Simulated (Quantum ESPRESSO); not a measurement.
Moving the functional in HfO2

Symmetry: Fm-3m, No. 225, cubic system. Conventional cell: a = 5.115 Å, b = 5.115 Å, c = 5.115 Å, α = 90.00°, β = 90.00°, γ = 90.00°. Around Hf (site symmetry m-3m) lie 8 O at 2.21 Å. O (site symmetry -43m) has 4 Hf at 2.21 Å as nearest neighbours.

Measurements of this composition are mostly on another form, of space group No. 14.

Kept alike: task phonons; k mesh 4 × 4 × 4, shifted; occupations fermi-dirac, width 0.05 eV; no spin polarisation. Program: Quantum ESPRESSO, potentials by row: GBRV 1.5 LDA (LDA); GBRV 1.5 PBE (PBE, PW91, RPBE, revPBE, vdW-DF-cx), cutoff 612 eV. The mesh is that of the run's cell of 3 atoms. No spin-orbit coupling.

```csv
functional,electronic dielectric constant (mean of the diagonal)
LDA,5.24
PBE,5.17
PW91,5.17
RPBE,5.11
revPBE,5.13
vdW-DF-cx,5.23
```

Potentials were made for LDA (LDA); PBE (PBE, PW91, RPBE, revPBE, vdW-DF-cx).

What does the functional change here?

The electronic dielectric constant runs from 5.11 (RPBE) to 5.24 mean of the diagonal (LDA). From PBE: LDA +0.07; PW91 +0.00; RPBE -0.06; revPBE -0.04; vdW-DF-cx +0.06.

The electronic dielectric constant of cubic HfO2 is only weakly sensitive to the functional. PBE and PW91 coincide, RPBE and revPBE lie slightly lower, and LDA and vdW-DF-cx form the upper end. The modest size of the response follows from the bonding: the valence states are mainly O 2p and the lowest empty states mainly Hf 5d, so electronic polarisation requires excitation across a wide, largely charge-transfer gap. All six functionals retain this picture. The small shifts probably reflect how the exchange gradient correction alters orbital extent and excitation energies, with the change of potential for LDA and the nonlocal correlation in vdW-DF-cx as other possible contributors.

The high permittivity for which HfO2 is known comes largely from polar lattice vibrations, in which Hf and O move against each other, rather than from the electronic screening compared here. The narrow spread therefore doesn't show that the static dielectric constant is equally insensitive, since that also depends on the polar-mode frequencies and Born effective charges.
